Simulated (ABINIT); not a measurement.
# Al (Fm-3m) in ABINIT: a series of runs, part 2 of 2

ABINIT 10.8.3 (patched build).

## 5. Equation of state, revPBE

The input, run.abi:

```
# Datasets: one volume each
ndtset 7
getwfk -1
scalecart1 3*0.9795861087
scalecart2 3*0.9864848297
scalecart3 3*0.9932883884
scalecart4 3*1.0000000000
scalecart5 3*1.0066227096
scalecart6 3*1.0131594038
scalecart7 3*1.0196128224

# Pseudopotentials
pp_dirpath "./"
pseudos "Al.GGA_PBE-JTH.xml"

# Structure
acell 3*1.0 Angstrom
rprim
     0.0000000000     2.0248050000     2.0248050000
     2.0248050000     0.0000000000     2.0248050000
     2.0248050000     2.0248050000     0.0000000000
ntypat 1
znucl 13
natom 1
typat 1
xred
     0.0000000000     0.0000000000     0.0000000000

# Plane-wave basis
ecut 18.0
pawecutdg 36.0
pawxcdev 0

# k points
kptopt 1
ngkpt 11 11 11
nshiftk 1
shiftk 0.0 0.0 0.0

# Exchange and correlation
ixc 14

# Bands and occupations
nband 6
occopt 3
tsmear 0.05 eV

# SCF cycle
nstep 100
tolvrs 1.0e-9

# Output
iomode 3
prtwf 1
prtden 0
prteig 0
prtebands 0
```

Potentials or basis: JTH PAW PBE v2.0.

Launch:

```sh
abinit run.abi > log 2>&1
```

run.abo:

```text
.Version 10.8.3 of ABINIT
 DATASET    1 : space group Fm -3 m (#225); Bravais cF (face-center cubic)
================================================================================
 Values of the parameters that define the memory need for DATASET  1.
     intxc =       0    ionmov =       0      iscf =      17    lmnmax =       8
     lnmax =       4     mgfft =      24  mpssoang =       2    mqgrid =    3001
     natom =       1  nloc_mem =       2    nspden =       1   nspinor =       1
    nsppol =       1      nsym =      48    n1xccc =       1    ntypat =       1
    occopt =       3   xclevel =       2
       mpw =         391          nfft =       13824          nkpt =          56
 PAW method is used; the additional fine FFT grid is defined by:
   mgfftf=        30    nfftf =     27000
================================================================================
================================================================================
[... 71 lines left out ...]
 DATASET    7 : space group Fm -3 m (#225); Bravais cF (face-center cubic)
================================================================================
 Values of the parameters that define the memory need for DATASET  7.
     intxc =       0    ionmov =       0      iscf =      17    lmnmax =       8
     lnmax =       4     mgfft =      24  mpssoang =       2    mqgrid =    3001
     natom =       1  nloc_mem =       2    nspden =       1   nspinor =       1
    nsppol =       1      nsym =      48    n1xccc =       1    ntypat =       1
    occopt =       3   xclevel =       2
       mpw =         444          nfft =       13824          nkpt =          56
 PAW method is used; the additional fine FFT grid is defined by:
[... 1321 lines left out ...]

 -outvars: echo values of variables after computation  --------
            acell      1.8897261259E+00  1.8897261259E+00  1.8897261259E+00 Bohr
           etotal1    -2.0900111643E+00
           etotal2    -2.0903847956E+00
           etotal3    -2.0906093416E+00
           etotal4    -2.0906974538E+00
           etotal5    -2.0906641504E+00
           etotal6    -2.0905224634E+00
           etotal7    -2.0902822104E+00
            fcart1    -0.0000000000E+00 -0.0000000000E+00 -0.0000000000E+00
            fcart2    -0.0000000000E+00 -0.0000000000E+00 -0.0000000000E+00
            fcart3    -0.0000000000E+00 -0.0000000000E+00 -0.0000000000E+00
            fcart4    -0.0000000000E+00 -0.0000000000E+00 -0.0000000000E+00
            fcart5    -0.0000000000E+00 -0.0000000000E+00 -0.0000000000E+00
            fcart6    -0.0000000000E+00 -0.0000000000E+00 -0.0000000000E+00
            fcart7    -0.0000000000E+00 -0.0000000000E+00 -0.0000000000E+00
            rprim1     0.0000000000E+00  1.9834708508E+00  1.9834708508E+00
                       1.9834708508E+00  0.0000000000E+00  1.9834708508E+00
                       1.9834708508E+00  1.9834708508E+00  0.0000000000E+00
[... 17 lines left out ...]
                       2.0645171409E+00  2.0645171409E+00  0.0000000000E+00
           strten1    -2.0095119294E-04 -2.0095119294E-04 -2.0095119294E-04
                       0.0000000000E+00  0.0000000000E+00  0.0000000000E+00
           strten2    -1.3027438558E-04 -1.3027438558E-04 -1.3027438558E-04
                       0.0000000000E+00  0.0000000000E+00  0.0000000000E+00
           strten3    -6.6649204232E-05 -6.6649204232E-05 -6.6649204232E-05
                       0.0000000000E+00  0.0000000000E+00  0.0000000000E+00
           strten4    -9.4540616007E-06 -9.4540616007E-06 -9.4540616007E-06
                       0.0000000000E+00  0.0000000000E+00  0.0000000000E+00
           strten5     4.1860342062E-05  4.1860342062E-05  4.1860342062E-05
                       0.0000000000E+00  0.0000000000E+00  0.0000000000E+00
           strten6     8.7823445336E-05  8.7823445336E-05  8.7823445336E-05
                       0.0000000000E+00  0.0000000000E+00  0.0000000000E+00
           strten7     1.2891685278E-04  1.2891685278E-04  1.2891685278E-04
                       0.0000000000E+00  0.0000000000E+00  0.0000000000E+00
 Calculation completed.
```

It took 20 s on 1 thread of Arm Neoverse V1, shared host; peak memory 0.11 GiB.

What came out:

```
Equilibrium volume                      : 16.67 Å³/atom
Bulk modulus                            : 78 GPa
Pressure derivative of the bulk modulus : 4.4
```

Energy against volume, from the lowest point:
```csv
volume (Å³/atom),energy (meV/atom)
15.607,18.67
15.939,8.51
16.271,2.40
16.603,0.00
16.935,0.91
17.267,4.76
17.599,11.30
```

Caveat: pressures at fixed basis lie under the slope of the energies; the PAW data sets were made with another functional, which shifts forces and pressure a little.

## 6. Equation of state, PW91

Edit run.abi of step 5 so:

```diff
@@ -40,3 +40,3 @@
 # Exchange and correlation
-ixc 14
+ixc -109134
```

Potentials or basis: JTH PAW PBE v2.0.

Launch:

```sh
abinit run.abi > log 2>&1
```

run.abo:

```text
.Version 10.8.3 of ABINIT
 DATASET    1 : space group Fm -3 m (#225); Bravais cF (face-center cubic)
================================================================================
 Values of the parameters that define the memory need for DATASET  1.
     intxc =       0    ionmov =       0      iscf =      17    lmnmax =       8
     lnmax =       4     mgfft =      24  mpssoang =       2    mqgrid =    3001
     natom =       1  nloc_mem =       2    nspden =       1   nspinor =       1
    nsppol =       1      nsym =      48    n1xccc =       1    ntypat =       1
    occopt =       3   xclevel =       2
       mpw =         391          nfft =       13824          nkpt =          56
 PAW method is used; the additional fine FFT grid is defined by:
   mgfftf=        30    nfftf =     27000
================================================================================
================================================================================
[... 71 lines left out ...]
 DATASET    7 : space group Fm -3 m (#225); Bravais cF (face-center cubic)
================================================================================
 Values of the parameters that define the memory need for DATASET  7.
     intxc =       0    ionmov =       0      iscf =      17    lmnmax =       8
     lnmax =       4     mgfft =      24  mpssoang =       2    mqgrid =    3001
     natom =       1  nloc_mem =       2    nspden =       1   nspinor =       1
    nsppol =       1      nsym =      48    n1xccc =       1    ntypat =       1
    occopt =       3   xclevel =       2
       mpw =         444          nfft =       13824          nkpt =          56
 PAW method is used; the additional fine FFT grid is defined by:
[... 1293 lines left out ...]

 -outvars: echo values of variables after computation  --------
            acell      1.8897261259E+00  1.8897261259E+00  1.8897261259E+00 Bohr
           etotal1    -2.1082367359E+00
           etotal2    -2.1085669251E+00
           etotal3    -2.1087550082E+00
           etotal4    -2.1088131924E+00
           etotal5    -2.1087561706E+00
           etotal6    -2.1085965366E+00
           etotal7    -2.1083436983E+00
            fcart1    -0.0000000000E+00 -0.0000000000E+00 -0.0000000000E+00
            fcart2    -0.0000000000E+00 -0.0000000000E+00 -0.0000000000E+00
            fcart3    -0.0000000000E+00 -0.0000000000E+00 -0.0000000000E+00
            fcart4    -0.0000000000E+00 -0.0000000000E+00 -0.0000000000E+00
            fcart5    -0.0000000000E+00 -0.0000000000E+00 -0.0000000000E+00
            fcart6    -0.0000000000E+00 -0.0000000000E+00 -0.0000000000E+00
            fcart7    -0.0000000000E+00 -0.0000000000E+00 -0.0000000000E+00
            rprim1     0.0000000000E+00  1.9834708508E+00  1.9834708508E+00
                       1.9834708508E+00  0.0000000000E+00  1.9834708508E+00
                       1.9834708508E+00  1.9834708508E+00  0.0000000000E+00
[... 17 lines left out ...]
                       2.0645171409E+00  2.0645171409E+00  0.0000000000E+00
           strten1    -1.7992838832E-04 -1.7992838832E-04 -1.7992838832E-04
                       0.0000000000E+00  0.0000000000E+00  0.0000000000E+00
           strten2    -1.1239946875E-04 -1.1239946875E-04 -1.1239946875E-04
                       0.0000000000E+00  0.0000000000E+00  0.0000000000E+00
           strten3    -5.1792365998E-05 -5.1792365998E-05 -5.1792365998E-05
                       0.0000000000E+00  0.0000000000E+00  0.0000000000E+00
           strten4     2.5544799118E-06  2.5544799118E-06  2.5544799118E-06
                       0.0000000000E+00  0.0000000000E+00  0.0000000000E+00
           strten5     5.1203280168E-05  5.1203280168E-05  5.1203280168E-05
                       0.0000000000E+00  0.0000000000E+00  0.0000000000E+00
           strten6     9.4677706645E-05  9.4677706645E-05  9.4677706645E-05
                       0.0000000000E+00  0.0000000000E+00  0.0000000000E+00
           strten7     1.3343654420E-04  1.3343654420E-04  1.3343654420E-04
                       0.0000000000E+00  0.0000000000E+00  0.0000000000E+00
 Calculation completed.
```

Run time: 26 s. Hardware: 1 thread of Arm Neoverse V1, shared host; peak memory 0.11 GiB.

Results:

| Quantity | Value |
| --- | --- |
| Equilibrium volume | 16.60 Å³/atom |
| Bulk modulus | 76 GPa |
| Pressure derivative of the bulk modulus | 4.5 |

Energy against volume, from the lowest point:
```csv
volume (Å³/atom),energy (meV/atom)
15.607,15.69
15.939,6.70
16.271,1.58
16.603,0.00
16.935,1.55
17.267,5.90
17.599,12.78
```

Caveat: pressures at fixed basis lie under the slope of the energies; the PAW data sets were made with another functional, which shifts forces and pressure a little.

## 7. Equation of state, WC

Edit run.abi of step 6 so:

```diff
@@ -40,3 +40,3 @@
 # Exchange and correlation
-ixc -109134
+ixc 23
```

Launch:

```sh
abinit run.abi > log 2>&1
```

It took 20 s on 1 thread of Arm Neoverse V1, shared host; peak memory 0.11 GiB.

The run converged. Its results:

| Quantity | Value |
| --- | --- |
| Equilibrium volume | 16.31 Å³/atom |
| Bulk modulus | 81 GPa |
| Pressure derivative of the bulk modulus | 4.4 |

Energy against volume, from the lowest point:
```csv
volume (Å³/atom),energy (meV/atom)
15.607,8.33
15.939,2.24
16.271,0.00
16.603,1.28
16.935,5.68
17.267,12.85
17.599,22.54
```

Caveat: pressures at fixed basis lie under the slope of the energies; the PAW data sets were made with another functional, which shifts forces and pressure a little.

## 8. The reference run

An earlier run on the cell as given: functional PBEsol; potentials or basis PseudoDojo NC SR PBEsol v0.4.1 standard; cutoff 544 eV; k mesh 11 × 11 × 11; occupations fermi-dirac, width 0.05 eV; no spin polarisation.

- Pressure: -2.1 GPa
- Band gap on the k mesh: none (metal or under the smearing width)
- Valence electrons inside the program's atomic spheres: Al 0.87 (radii [1.0584] Å)

## 9. The runs side by side

| task | level | potentials or basis | cutoff (eV) | fine-grid cutoff | V0 of scaled cells (Å³/atom) | B0 (GPa) |
| --- | --- | --- | --- | --- | --- | --- |
| equation of state | AM05 | JTH PAW PBE v2.0 | 490 | 979.61 eV | 16.13 | 87 |
| equation of state | r2SCAN | JTH PAW PBE v2.0 | 490 | 979.61 eV | 16.05 | 89 |
| equation of state | SCAN | JTH PAW PBE v2.0 | 490 | 979.61 eV | 16.27 | 77 |
| equation of state | revPBE | JTH PAW PBE v2.0 | 490 | 979.61 eV | 16.67 | 78 |
| equation of state | PW91 | JTH PAW PBE v2.0 | 490 | 979.61 eV | 16.60 | 76 |
| equation of state | WC | JTH PAW PBE v2.0 | 490 | 979.61 eV | 16.31 | 81 |
| single point | PBEsol | PseudoDojo NC SR PBEsol v0.4.1 standard | 544 | - | - | - |

Alike in all rows: no spin polarisation; cell as given; k mesh 11 × 11 × 11; smearing fermi-dirac 0.05 eV.

Caveats: pressures at fixed basis lie under the slope of the energies (some runs); the PAW data sets were made with another functional, which shifts forces and pressure a little (some runs).

Absolute energies hang on the potentials; compare differences alone.

## 10. How close it comes

Step 2. Measured bulk modulus of Al: 76.9 GPa (quoted in “The interpretation of polycrystalline coherent inelastic neutron scattering from aluminium”, 2013, pmc:3831299). This calculation gives 87 GPa (+13.5 %). The fit is for a static lattice scaled at fixed shape and fixed fractional positions. The cell as given is a measured one (16.60 Å³/atom); AM05 puts the equilibrium volume -2.9 % from it, thermal expansion not counted.

Step 3. A measured bulk modulus of Al is 76.9 GPa (quoted in “The interpretation of polycrystalline coherent inelastic neutron scattering from aluminium”, 2013, pmc:3831299); the calculated 89 GPa misses it by +15.9 %. The fit is for a static lattice scaled at fixed shape and fixed fractional positions. The cell as given is a measured one (16.60 Å³/atom); r2SCAN puts the equilibrium volume -3.3 % from it, thermal expansion not counted.

Step 4. Against the measured bulk modulus of Al, 76.9 GPa (quoted in “The interpretation of polycrystalline coherent inelastic neutron scattering from aluminium”, 2013, pmc:3831299), the calculated 77 GPa is off by +0.8 %. The fit is for a static lattice scaled at fixed shape and fixed fractional positions. The cell as given is a measured one (16.60 Å³/atom); SCAN puts the equilibrium volume -2.0 % from it, thermal expansion not counted.

Step 5. A measured bulk modulus of Al is 76.9 GPa (quoted in “The interpretation of polycrystalline coherent inelastic neutron scattering from aluminium”, 2013, pmc:3831299); the calculated 78 GPa misses it by +1.7 %. The fit is for a static lattice scaled at fixed shape and fixed fractional positions. The cell as given is a measured one (16.60 Å³/atom); revPBE puts the equilibrium volume +0.4 % from it, thermal expansion not counted.

Step 6. Measured bulk modulus of Al: 76.9 GPa (quoted in “The interpretation of polycrystalline coherent inelastic neutron scattering from aluminium”, 2013, pmc:3831299). This calculation gives 76 GPa (-1.6 %). The fit is for a static lattice scaled at fixed shape and fixed fractional positions. The cell as given is a measured one (16.60 Å³/atom); PW91 puts the equilibrium volume +0.0 % from it, thermal expansion not counted.

Step 7. Against the measured bulk modulus of Al, 76.9 GPa (quoted in “The interpretation of polycrystalline coherent inelastic neutron scattering from aluminium”, 2013, pmc:3831299), the calculated 81 GPa is off by +5.9 %. The fit is for a static lattice scaled at fixed shape and fixed fractional positions. The cell as given is a measured one (16.60 Å³/atom); WC puts the equilibrium volume -1.8 % from it, thermal expansion not counted.
